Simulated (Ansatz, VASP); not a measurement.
**MgO in VASP and in Ansatz**

File INCAR:

```
PREC = Accurate
ENCUT = 520
EDIFF = 1E-6
ISMEAR = 0
SIGMA = 0.05
LREAL = F
LASPH = T
NELM = 100
ALGO = Normal
ISIF = 2
LWAVE = F
LCHARG = F
GGA = PS
NBANDS = 16
```

The input KPOINTS:

```
regular mesh
0
Gamma
  9 9 6
```

File POSCAR:

```
MgO
1.0
    3.6170832098      0.0000000000      0.0000000000
   -1.8085416049      3.1324859473      0.0000000000
    0.0000000000      0.0000000000      3.9010833038
Mg O
2 2
Direct
    0.6586046991      0.3172093983      0.7500000000
    0.3413953009      0.6827906017      0.2500000000
    0.6726026025      0.3452052050      0.2500000000
    0.3273973975      0.6547947950      0.7500000000
```

Input for Ansatz:

```yaml
crystal:
  lattice:
    - [3.6170832098, 0.0, 0.0]
    - [-1.8085416049, 3.1324859473, 0.0]
    - [0.0, 0.0, 3.9010833038]
  atoms:
    - { symbol: Mg, position: [0.6586046991, 0.3172093983, 0.75] }
    - { symbol: Mg, position: [0.3413953009, 0.6827906017, 0.25] }
    - { symbol: O, position: [0.6726026025, 0.345205205, 0.25] }
    - { symbol: O, position: [0.3273973975, 0.654794795, 0.75] }
basis:
  ecutwfc: 520.0
kpoints:
  mp_grid: { grid: [9, 9, 6] }
hamiltonian:
  xc: pbesol
  pseudopotentials: { kind: paw, azcp: { folder: soft_1 } }
scf:
  occupations: { method: gaussian, width: 0.05 }
output:
  forces: true
  stress: true
  eigenvalues: true
```

Change from the starting cell: mode 5 frozen in at -0.049 Å, strain +e along z and -e/2 along x and y -0.0700.

Alike in both runs: task single point; functional PBEsol; k mesh 9 × 9 × 6; occupations gaussian, width 0.05 eV; no spin polarisation.

```csv
,VASP,Ansatz
version,VASP 6.6.1,Ansatz 0.2.0
potentials or method,"VASP PAW PBE potentials, release 64 (Mg, O)","scalar-relativistic, plane waves, PAW"
plane-wave cutoff (eV),520,520
valence electrons in the cell,16,32
```

```csv
,VASP,Ansatz,Ansatz less VASP
gap on the k mesh at the Fermi level (eV),3.39,3.40,+0.009
least direct gap on the mesh (eV),3.39,3.40,+0.009
pressure (GPa),4.1,4.5,+0.44
largest component of the traceless stress (GPa),16.29,16.14,-0.145
rms of the force components (eV/Å),0.184,0.182,-0.0025
```

Atom by atom the forces differ by 0.003 eV/Å (rms over components). The two sets of potentials don't hold the same shells in valence. Ansatz warned: «pseudo_functional_mismatch».

Caveats: the PAW data sets were made with another functional, which shifts forces and pressure a little (VASP).
